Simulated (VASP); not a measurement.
A run of VASP 6.6.1 is set up as follows.

Contents of POSCAR:

```
GaSb                                    
1.0
    0.0000000000      3.1238850184      3.1238850184
    3.1238850184     -0.0000000000      3.1238850184
    3.1238850184      3.1238850184      0.0000000000
  Ga              Sb            
     1     1
Direct
     1.0000000000000000    0.0000000000000000    0.0000000000000000
     0.2500000000000000    0.2500000000000000    0.2500000000000000
```

File INCAR.step1:

```
SYSTEM = GaSb
  ALGO = Normal
  EDIFF = 1E-7
  ENCUT = 520
  GGA = PE
  ISIF = 2
  ISMEAR = 0
  LASPH = .TRUE.
  LCHARG = .TRUE.
  LREAL = .FALSE.
  LWAVE = .FALSE.
  NELM = 60
  PREC = Accurate
  SIGMA = 0.02
```

The input KPOINTS.step1:

```
k-points
0
G
  4 4 4
  0 0 0
```

The input INCAR.step2:

```
SYSTEM = GaSb
  ALGO = Normal
  EDIFF = 1E-7
  ENCUT = 520
  GGA = PE
  ICHARG = 11
  ISIF = 2
  ISMEAR = 0
  LASPH = .TRUE.
  LCHARG = .FALSE.
  LREAL = .FALSE.
  LWAVE = .FALSE.
  NELM = 60
  PREC = Accurate
  SIGMA = 0.05
```

File KPOINTS.step2:

```
path GXWKGLUWLK,UX
10
line-mode
reciprocal
 0.0000000000  0.0000000000  0.0000000000  G
 0.5000000000  0.0000000000  0.5000000000  X

 0.5000000000  0.0000000000  0.5000000000  X
 0.5000000000  0.2500000000  0.7500000000  W

 0.5000000000  0.2500000000  0.7500000000  W
 0.3750000000  0.3750000000  0.7500000000  K

 0.3750000000  0.3750000000  0.7500000000  K
 0.0000000000  0.0000000000  0.0000000000  G

 0.0000000000  0.0000000000  0.0000000000  G
 0.5000000000  0.5000000000  0.5000000000  L

 0.5000000000  0.5000000000  0.5000000000  L
 0.6250000000  0.2500000000  0.6250000000  U

 0.6250000000  0.2500000000  0.6250000000  U
 0.5000000000  0.2500000000  0.7500000000  W

 0.5000000000  0.2500000000  0.7500000000  W
 0.5000000000  0.5000000000  0.5000000000  L

 0.5000000000  0.5000000000  0.5000000000  L
 0.3750000000  0.3750000000  0.7500000000  K

 0.6250000000  0.2500000000  0.6250000000  U
 0.5000000000  0.0000000000  0.5000000000  X
```

Potentials or basis: VASP PAW PBE potentials, release 64 (Ga_d, Sb).

Launch:

```bash
$ cat potpaw_PBE.64/Ga_d/POTCAR potpaw_PBE.64/Sb/POTCAR > POTCAR
$ cp INCAR.step1 INCAR
$ cp KPOINTS.step1 KPOINTS
$ mpirun -np 1 vasp_std > vasp.out
$ cp INCAR.step2 INCAR
$ cp KPOINTS.step2 KPOINTS
$ mpirun -np 1 vasp_std > vasp.out
```

Problem. What does it give for the band gap along the path?

Solution. None (metal or under the smearing width).

Levels at the corners of the path, in eV from the Fermi level:
| point | band 5 | band 6 | band 7 | band 8 | band 9 | band 10 | band 11 | band 12 | band 13 |
| --- | --- | --- | --- | --- | --- | --- | --- | --- | --- |
| Γ | -14.91 | -11.06 | -0.41 | -0.01 | -0.01 | -0.01 | 2.76 | 2.76 | 2.76 |
| X | -14.91 | -8.85 | -6.56 | -2.38 | -2.38 | 0.95 | 1.35 | 8.26 | 8.26 |
| X | -14.91 | -8.85 | -6.56 | -2.38 | -2.38 | 0.95 | 1.35 | 8.26 | 8.26 |
| W | -14.91 | -8.81 | -6.45 | -3.08 | -2.87 | 3.43 | 4.24 | 4.29 | 4.74 |
| W | -14.91 | -8.81 | -6.45 | -3.08 | -2.87 | 3.43 | 4.24 | 4.29 | 4.74 |
| K | -14.91 | -8.91 | -6.40 | -3.32 | -2.02 | 1.43 | 3.76 | 6.32 | 6.55 |
| K | -14.91 | -8.91 | -6.40 | -3.32 | -2.02 | 1.43 | 3.76 | 6.32 | 6.55 |
| Γ | -14.91 | -11.06 | -0.41 | -0.01 | -0.01 | -0.01 | 2.76 | 2.76 | 2.76 |
| Γ | -14.91 | -11.06 | -0.41 | -0.01 | -0.01 | -0.01 | 2.76 | 2.76 | 2.76 |
| L | -14.91 | -9.59 | -6.09 | -1.07 | -1.07 | 0.26 | 3.72 | 3.72 | 6.49 |
| L | -14.91 | -9.59 | -6.09 | -1.07 | -1.07 | 0.26 | 3.72 | 3.72 | 6.49 |
| U | -14.91 | -8.91 | -6.40 | -3.32 | -2.02 | 1.43 | 3.76 | 6.32 | 6.55 |
| U | -14.91 | -8.91 | -6.40 | -3.32 | -2.02 | 1.43 | 3.76 | 6.32 | 6.55 |
| W | -14.91 | -8.81 | -6.45 | -3.08 | -2.87 | 3.43 | 4.24 | 4.29 | 4.74 |
| W | -14.91 | -8.81 | -6.45 | -3.08 | -2.87 | 3.43 | 4.24 | 4.29 | 4.74 |
| L | -14.91 | -9.59 | -6.09 | -1.07 | -1.07 | 0.26 | 3.72 | 3.72 | 6.49 |
| L | -14.91 | -9.59 | -6.09 | -1.07 | -1.07 | 0.26 | 3.72 | 3.72 | 6.49 |
| K | -14.91 | -8.91 | -6.40 | -3.32 | -2.02 | 1.43 | 3.76 | 6.32 | 6.55 |
| U | -14.91 | -8.91 | -6.40 | -3.32 | -2.02 | 1.43 | 3.76 | 6.32 | 6.55 |
| X | -14.91 | -8.85 | -6.56 | -2.38 | -2.38 | 0.95 | 1.35 | 8.26 | 8.26 |

Caveat: the k mesh is coarse (spacing up to 0.44 Å⁻¹), so the values aren't converged; the log is that of the step along the path at fixed density, whose energy, stress, charges and moments have no meaning; spin-orbit coupling is left out, which moves the levels of the heavy elements; this crystal is a semiconductor, whose small gap the functional closes, so the metal is an error of the method.
